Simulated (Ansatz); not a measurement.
# Si2Mo (I4/mmm) in Ansatz: single point with PBEsol

Aim: the single point of Si2Mo with PBEsol.

Everything below comes from runs of Ansatz 0.2.0. Logs are shortened: lines on timing, memory, paths and dates and some standing lists are left out, and cuts for length are marked.

### 1 The crystal as given

The structure is tetragonal, space group I4/mmm (No. 139). The conventional cell has a = 3.200 Å, b = 3.200 Å, c = 7.861 Å, α = 90.00°, β = 90.00°, γ = 90.00°. Around Mo (site symmetry 4/mmm) lie 10 Si at 2.62 Å. Around Si (site symmetry 4mm) lie 5 Si at 2.61 to 2.63 Å and 5 Mo at 2.62 Å.

### 2 Single point, PBEsol

input.yaml reads:

```yaml
crystal:
  lattice:
    - [-1.6, 1.6, 3.9305]
    - [1.6, -1.6, 3.9305]
    - [1.6, 1.6, -3.9305]
  atoms:
    - { symbol: Mo, position: [0.0, 0.0, 0.0] }
    - { symbol: Si, position: [0.667, 0.667, 0.0] }
    - { symbol: Si, position: [0.333, 0.333, 0.0] }
kpoints:
  mp_grid: { grid: [7, 7, 7] }
scf:
  occupations: { method: fermi_dirac, width: 0.03 }
hamiltonian:
  xc: pbesol
  pseudopotentials: { kind: all_electron, lapw: { basis_error: 0.002 } }
output:
  forces: true
  stress: true
  eigenvalues: true
```

Potentials or basis: all-electron LAPW, scalar-relativistic.

On the command line:

```bash
ansatz run input.yaml --threads 2 --pin off --max-ram 8192MiB --backend cpu --events-out ev --progress --plain --runs-dir out
```

Standard output:

```text
Warning: RAYON_NUM_THREADS=2 ignored (pool sized by the plan → 2); use --threads N
LAPW: plane waves up to 7.328 Å⁻¹, error target 2.0e-3 eV per atom; small_component_spin mean_spin; Si in spheres of 1.161 Å, 12 of its electrons in bands, Dirac shells []; Mo in spheres of 1.455 Å, 24 of its electrons in bands, Dirac shells [] (how accurate: hamiltonian.pseudopotentials.lapw.basis_error, Limitations)
Engine: ansatz 0.2.0, aarch64-unknown-linux-gnu
Pseudopotentials: kind: all_electron
Pseudopotential: Mo, LAPW, valence charge 24, lapw/all_electron/scalar/gaussian/Mo, Koelling and Harmon's equation, gaussian nucleus
Pseudopotential: Si, LAPW, valence charge 12, lapw/all_electron/scalar/gaussian/Si, Koelling and Harmon's equation, gaussian nucleus
Functional definition: PBEsol
  exchange = pbesol_x
  correlation = pbesol_c
Crystal: 3 atoms, lattice volume = 40.248 Å³
Basis set: ecut = 204.58432836003942 eV, 269 PW (Γ), FFT grids on a1+a3, a2+a3, a3, exchange–correlation at level 2
Bands: 29, of which v1, the nominal top of the filled ones, is band 24 counted from 1 (23 counted from 0)
Symmetry: 16 space group operations
Space group: I4/mmm (ITA 139), of the structure as read, at distance tolerance 3.4e-5 Å
k-points: 40 of 343
Non-local potential: Mo, projectors of the file, none
Non-local potential: Si, projectors of the file, none
Initial density: superposition of atomic densities (chi_scale 0.1, normalization cell, long waves kept (reshape's long-wave potential 0.00 eV rms))
Initial wavefunctions: plane waves of lowest kinetic energy (no species holds an atomic orbital)
Functional: x = pbesol(κ = 0.804, μ = 0.12345679012345678), c = pbesol(β = 0.046)
iter 1 solved again at ethr=1.64e-3 eV; its pass at ethr=1.00e-1 eV (dr2=7.87e-1 eV) is discarded
SCF iter   1: F=—  HF=-125877.912479 eV  |F-HF|=—  |Δ(HF+E_count)|=         —  Δρ=4.14e-2  dr2=7.89e-1  ethr=1.64e-3  ⟨swp⟩=2.0  Hψ=7699  notcnv=0
preconditioner: auto → Kerker (q_TF=auto, 2.810 Å⁻¹)  [metal: Δε(μ)=0.055 eV  Ē_g=8.546 eV  σ=0.030 eV  W_gap=0.37  n_scr=14 (ndim 8)  ℏωp=21.9 eV  f_vac=0.000  D(μ)=0.90/eV (n_scr^D=2)]
SCF iter   2: F=—  HF=-125877.338638 eV  |F-HF|=—  |Δ(HF+E_count)|=   5.74e-1  Δρ=2.93e-2  dr2=6.78e-1  ethr=1.64e-3  ⟨swp⟩=3.0  Hψ=3661  notcnv=0
SCF iter   3: F=—  HF=-125877.068540 eV  |F-HF|=—  |Δ(HF+E_count)|=   2.70e-1  Δρ=1.41e-2  dr2=7.09e-2  ethr=1.41e-3  ⟨swp⟩=2.0  Hψ=3246  notcnv=0
SCF iter   4: F=—  HF=-125877.041210 eV  |F-HF|=—  |Δ(HF+E_count)|=         —  Δρ=3.81e-3  dr2=1.08e-2  ethr=1.48e-4  ⟨swp⟩=2.0  Hψ=3441  notcnv=0
the basis was enlarged: its passes take 213.1 KiB over the memory plan, 2 of 2 planned eigensolver slots
SCF iter   5: F=—  HF=-125877.040300 eV  |F-HF|=—  |Δ(HF+E_count)|=   9.10e-4  Δρ=1.97e-3  dr2=2.46e-3  ethr=2.26e-5  ⟨swp⟩=2.1  Hψ=3443  notcnv=0
SCF iter   6: F=—  HF=-125877.038772 eV  |F-HF|=—  |Δ(HF+E_count)|=   1.53e-3  Δρ=9.83e-4  dr2=6.31e-4  ethr=5.12e-6  ⟨swp⟩=2.0  Hψ=3246  notcnv=0
iter 7 solved again at ethr=5.95e-8 eV; its pass at ethr=1.31e-6 eV (dr2=2.86e-5 eV) is discarded
SCF iter   7: F=—  HF=-125877.038286 eV  |F-HF|=—  |Δ(HF+E_count)|=   4.86e-4  Δρ=2.12e-4  dr2=2.86e-5  ethr=5.95e-8  ⟨swp⟩=2.0  Hψ=5606  notcnv=0
SCF iter   8: F=—  HF=-125877.038265 eV  |F-HF|=—  |Δ(HF+E_count)|=   2.05e-5  Δρ=2.94e-5  dr2=5.37e-7  ethr=5.95e-8  ⟨swp⟩=2.0  Hψ=3246  notcnv=0
SCF iter   9: F=—  HF=-125877.038265 eV  |F-HF|=—  |Δ(HF+E_count)|=   5.11e-8  Δρ=1.51e-5  dr2=2.06e-7  ethr=1.12e-9  ⟨swp⟩=2.0  Hψ=3247  notcnv=0
SCF iter  10: F=-125877.038265 eV  HF=-125877.038265 eV  |F-HF|=1.27e-8  |Δ(HF+E_count)|=   6.17e-8  Δρ=3.06e-6  dr2=8.12e-9  ethr=4.30e-10  ⟨swp⟩=2.0  Hψ=3246  notcnv=0
SCF 1 converged in 10 iterations: F = -125877.038265 eV  dr2 = 8.12e-9
SCF converged after 10 iterations
Free energy (F): -125877.038265 eV
Harris-Foulkes:  -125877.038265 eV  (|F-HF|=1.27e-8)
Internal energy: -125877.037087 eV  (E = F + TS)
E sigma→0 (E₀):  -125877.037676 eV
Entropy (-TS):   -0.001178 eV (-0.393 meV/atom)
Fermi energy:    18.032777 eV
--- Per-component energies (eV) ---
  E_band       = -3325.207459
  E_kinetic    = 129903.309903
  E_xc         = -4423.227055
  E_electrostatic = -251357.119935  (all electrons and nuclei)
  E_smearing   = -0.001178  (= −TS)
  E_closure    = 0.000000  (closes the sum)
  E_atoms      = -125851.974525  (free atoms, spherical and without spin; not in F)
  Σ components = -125877.038265   (vs F -125877.038265, Δ=0.00e0)
  Basis errors (estimates in eV, not in F): energy 6.7e-4 per atom: plane waves 5.8e-4 (3.1e-4 summed), levels above the bands 8.9e-75, relativity 2.2e-8, radial functions 9.0e-5, core shells 7.7e-7; eigenvalues (radial functions only) 4.2e-6; not estimated: angular momenta, meshes, grids; target (lapw.basis_error) 2.0e-3; muffin-tin radii Si 1.161 Å, Mo 1.455 Å
--- Forces (eV/Å), atoms counted from 1 ---
  atom   1  Mo     0.00000000     0.00000000     0.00000000
  atom   2  Si     0.00000000     0.00000000    -0.34959926
  atom   3  Si    -0.00000000     0.00000000     0.34959926
  max |Σ_I F_I| component: 2.17e-18 eV/Å
--- Stress (GPa, compression-positive) ---
       -2.249999       0.000000       0.000000
        0.000000      -2.249999      -0.000000
        0.000000      -0.000000      -3.634195
  P = ⅓ Tr σ = -2.7114 GPa (-27.114 kbar)
--- Band table (eV; the first three rows and the last of 40) ---
  k-point 0: bands = ["-199.3085", "-199.2908", "-199.2764", "-199.2712", "-199.2712", "-115.9979", "-115.9960", "-72.2883", "-72.2883", "-72.2833", "-72.2833", "-72.2738", "-72.2668", "-42.6055", "-16.7982", "-16.6901", "-16.6901", "4.5751", "11.6809", "14.5711", "14.9805", "15.3734", "15.3734", "18.4544", "21.1047", "21.1155", "21.6675", "21.6675", "22.0886"]
  k-point 1: bands = ["-199.3085", "-199.2908", "-199.2764", "-199.2712", "-199.2712", "-115.9978", "-115.9961", "-72.2885", "-72.2874", "-72.2847", "-72.2833", "-72.2732", "-72.2670", "-42.5985", "-16.7886", "-16.7373", "-16.7313", "5.1954", "12.1954", "13.4026", "14.0991", "15.1759", "16.5317", "16.6487", "20.2493", "21.4048", "21.6916", "21.8619", "22.6573"]
  k-point 2: bands = ["-199.3085", "-199.2908", "-199.2764", "-199.2712", "-199.2712", "-115.9974", "-115.9964", "-72.2889", "-72.2874", "-72.2851", "-72.2832", "-72.2725", "-72.2676", "-42.5830", "-16.8334", "-16.8231", "-16.7679", "6.8656", "12.3719", "12.4116", "12.7120", "15.2873", "15.8151", "16.0667", "21.0564", "21.1464", "21.5607", "21.5823", "22.2784"]
  k-point 39: bands = ["-199.3085", "-199.2908", "-199.2764", "-199.2712", "-199.2712", "-115.9975", "-115.9964", "-72.2885", "-72.2883", "-72.2835", "-72.2833", "-72.2708", "-72.2697", "-42.6014", "-16.8155", "-16.7409", "-16.6869", "6.6186", "8.3616", "13.8634", "15.3756", "16.8805", "16.9926", "17.5320", "17.7478", "19.2015", "23.1828", "23.3662", "23.8618"]
```

It took 4.6 s on 2 threads of Arm Neoverse V2, shared host; peak memory 0.31 GiB.

What came out:

- Free energy: -125877.0383 eV
- Pressure: -2.7 GPa
- Largest force: 0.350 eV/Å
- Band gap on the k mesh: none (metal or under the smearing width)

Forces on the atoms (eV/Å):
```
Mo   0.000  0.000  0.000
Si   0.000  0.000 -0.350
Si   0.000  0.000  0.350
```

Stress tensor (GPa, compression positive):
```
-2.25  0.00  0.00
 0.00 -2.25  0.00
 0.00  0.00 -3.63
```

Caveat: the k mesh is coarse (spacing up to 0.40 Å⁻¹), so the values aren't converged; the k mesh is thin for a metal, which can move the energy by tens of meV per atom.

### 3 For comparison

An earlier run on the cell as given: functional PBEsol; potentials or basis all-electron LAPW, scalar-relativistic; cutoff 223 eV (chosen from the basis error); basis error allowed 0.001 eV/atom; k mesh 12 × 12 × 12; occupations fermi-dirac, width 0.05 eV; no spin polarisation.

- Pressure: -2.7 GPa
- Largest force: 0.326 eV/Å
- Band gap on the k mesh: none (metal or under the smearing width)
